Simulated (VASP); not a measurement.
VASP 6.6.1 run: HgTe

INCAR

```
ISMEAR = -1
NBANDS = 16
NSW = 40
ENCUT = 600
PREC = Accurate
EDIFF = 0.001
IBRION = 2
GGA = PS
EDIFFG = -5E-3
LASPH = .TRUE.
SIGMA = 0.02
ISIF = 3
LWAVE = .FALSE.
LREAL = .FALSE.
LCHARG = .FALSE.
NELM = 96
```

KPOINTS

```
KPOINTS created by Atomic Simulation Environment
0
Gamma
6 6 6
0 0 0
```

POSCAR

```
Hg Te
 1.0000000000000000
     0.0000000000000000    3.0695573675518215    3.0695573675518215
     3.0695573675518215    0.0000000000000000    3.0695573675518215
     3.0695573675518215    3.0695573675518215   -0.0000000000000000
 Hg  Te
   1   1
Cartesian
 -0.0000000000000000 -0.0000000000000000  0.0000000000000000
  3.0695573675518215  3.0695573675518215  3.0695573675518215
```

The recommended PBE PAW datasets give the neutral cell 18 valence electrons.

Command

```
mpirun -np 1 vasp_std
```

How does this run end, and what does it give?

It converged. Results: relaxed cell vector lengths 4.251, 4.251, 4.251 Å; relaxed cell volume 54.32 Å³.

OSZICAR

```
N       E                     dE             d eps       ncg     rms          rms(c)
DAV:   1     0.109827912287E+03    0.10983E+03   -0.88976E+03   520   0.111E+03
DAV:   2    -0.789455316343E+00   -0.11062E+03   -0.10206E+03   584   0.241E+02
DAV:   3    -0.438957516183E+01   -0.36001E+01   -0.35879E+01   640   0.439E+01
DAV:   4    -0.441486064102E+01   -0.25285E-01   -0.25284E-01   672   0.354E+00
DAV:   5    -0.441527429865E+01   -0.41366E-03   -0.41366E-03   608   0.389E-01    0.693E+00
DAV:   6    -0.421515144512E+01    0.20012E+00   -0.43006E-01   592   0.836E+00    0.545E+00
DAV:   7    -0.420903892616E+01    0.61125E-02   -0.60134E-02   592   0.169E+00    0.209E+00
DAV:   8    -0.420746255869E+01    0.15764E-02   -0.50022E-03   608   0.797E-01    0.479E-01
DAV:   9    -0.420726772771E+01    0.19483E-03   -0.40248E-04   344   0.204E-01
   1 F= -.42072677E+01 E0= -.42056320E+01  d E =-.420727E+01
...
  16 F= -.42461577E+01 E0= -.42445672E+01  d E =-.108375E-03
       N       E                     dE             d eps       ncg     rms          rms(c)
DAV:   1    -0.424616356193E+01    0.52813E-05   -0.36155E-05   256   0.673E-02    0.131E-02
DAV:   2    -0.424616027348E+01    0.32885E-05   -0.47339E-06   256   0.297E-02
  17 F= -.42461603E+01 E0= -.42445697E+01  d E =-.110928E-03
       N       E                     dE             d eps       ncg     rms          rms(c)
DAV:   1    -0.424745446744E+01   -0.12909E-02   -0.23366E-02   608   0.163E+00    0.264E-01
DAV:   2    -0.424631396290E+01    0.11405E-02   -0.25509E-03   464   0.676E-01    0.977E-02
DAV:   3    -0.424620200818E+01    0.11195E-03   -0.22066E-04   264   0.136E-01
  18 F= -.42462020E+01 E0= -.42446093E+01  d E =-.417347E-04
```

```json
{"ionic step": "1", "ΔE (meV/atom)": "0.0", "volume (Å³)": "57.84", "largest force (eV/Å)": "0.000", "pressure (GPa)": "-3.26", "electronic steps": "9"}
{"ionic step": "2", "ΔE (meV/atom)": "-16.8", "volume (Å³)": "53.05", "largest force (eV/Å)": "0.000", "pressure (GPa)": "1.47", "electronic steps": "5"}
{"ionic step": "3", "ΔE (meV/atom)": "-19.5", "volume (Å³)": "54.27", "largest force (eV/Å)": "0.000", "pressure (GPa)": "0.13", "electronic steps": "5"}
{"ionic step": "4", "ΔE (meV/atom)": "-19.5", "volume (Å³)": "54.40", "largest force (eV/Å)": "0.000", "pressure (GPa)": "0.50", "electronic steps": "2"}
{"ionic step": "5", "ΔE (meV/atom)": "-14.0", "volume (Å³)": "56.10", "largest force (eV/Å)": "0.000", "pressure (GPa)": "-1.63", "electronic steps": "5"}
{"ionic step": "6", "ΔE (meV/atom)": "-19.0", "volume (Å³)": "54.78", "largest force (eV/Å)": "0.000", "pressure (GPa)": "-0.60", "electronic steps": "5"}
{"ionic step": "7", "ΔE (meV/atom)": "-19.3", "volume (Å³)": "54.57", "largest force (eV/Å)": "0.000", "pressure (GPa)": "-0.45", "electronic steps": "3"}
{"ionic step": "12", "ΔE (meV/atom)": "-19.3", "volume (Å³)": "53.96", "largest force (eV/Å)": "0.000", "pressure (GPa)": "0.22", "electronic steps": "3"}
{"ionic step": "13", "ΔE (meV/atom)": "-19.4", "volume (Å³)": "54.03", "largest force (eV/Å)": "0.000", "pressure (GPa)": "0.59", "electronic steps": "2"}
{"ionic step": "14", "ΔE (meV/atom)": "-19.4", "volume (Å³)": "54.11", "largest force (eV/Å)": "0.000", "pressure (GPa)": "0.59", "electronic steps": "2"}
{"ionic step": "15", "ΔE (meV/atom)": "-19.4", "volume (Å³)": "54.15", "largest force (eV/Å)": "0.000", "pressure (GPa)": "0.33", "electronic steps": "2"}
{"ionic step": "16", "ΔE (meV/atom)": "-19.4", "volume (Å³)": "54.16", "largest force (eV/Å)": "0.000", "pressure (GPa)": "0.18", "electronic steps": "2"}
{"ionic step": "17", "ΔE (meV/atom)": "-19.4", "volume (Å³)": "54.17", "largest force (eV/Å)": "0.000", "pressure (GPa)": "0.15", "electronic steps": "2"}
{"ionic step": "18", "ΔE (meV/atom)": "-19.5", "volume (Å³)": "54.32", "largest force (eV/Å)": "0.000", "pressure (GPa)": "0.03", "electronic steps": "3"}
```

For comparison, a separate PBEsol relaxation on usual settings, not on those above, ends at 54.26 Å³.
